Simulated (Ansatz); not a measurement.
# Stress against strain in GaP

```yaml
crystal:
  lattice:
    - [0.00000, 2.72525, 2.72525]
    - [2.72525, 0.00000, 2.72525]
    - [2.72525, 2.72525, 0.00000]
  atoms:
    - { symbol: Ga, position: [0.00000, 0.00000, 0.00000] }
    - { symbol: P, position: [0.75000, 0.75000, 0.75000] }
```

Atom numbers follow the list: Ga1, P2.

The cell is COD entry 9008846, as deposited and not checked against the literature; nothing was relaxed.

The calculation used DFT, PBE, all-electron LAPW, scalar-relativistic in Ansatz 0.2.0.

Settings: a Γ-centred 10×10×10 k mesh, Fermi–Dirac smearing of 0.05 eV, basis error target 0.5 meV/atom, no spin polarisation.

The strain is applied along the Cartesian axes of the cell as listed (the other components stay zero). Fractional coordinates are held (clamped ions).

σ is the change of stress from the unstrained cell, which is at 2.48 GPa; tension is positive, so slopes are stress–strain coefficients at that pressure.

Only quantities that a quadratic follows smoothly over the whole series are listed; rougher ones are left out.

| εzz | σzz (GPa) | σxx (GPa) |
| --- | --- | --- |
| -0.0300 | -4.23 | -2.13 |
| -0.0200 | -2.79 | -1.37 |
| -0.0100 | -1.38 | -0.66 |
| 0.0000 | 0.00 | 0.00 |
| 0.0200 | 2.67 | 1.17 |
| 0.0300 | 3.96 | 1.69 |

Task: Fit the series and read off the stiffness at zero strain.

Result: Least-squares fits y = p0 + p1 x + p2 x² to the rows give σzz (GPa): p1 = 137, p2 = -150; σxx (GPa): p1 = 63.6, p2 = -240. So C11 = 137 GPa and C12 = 64 GPa, which gives B = (C11 + 2 C12)/3 = 88 GPa.

Task: One run, at εzz = 0.0100, is withheld. Predict its row.

Result: The fits give 1.35, 0.61; the run gave 1.35, 0.61.
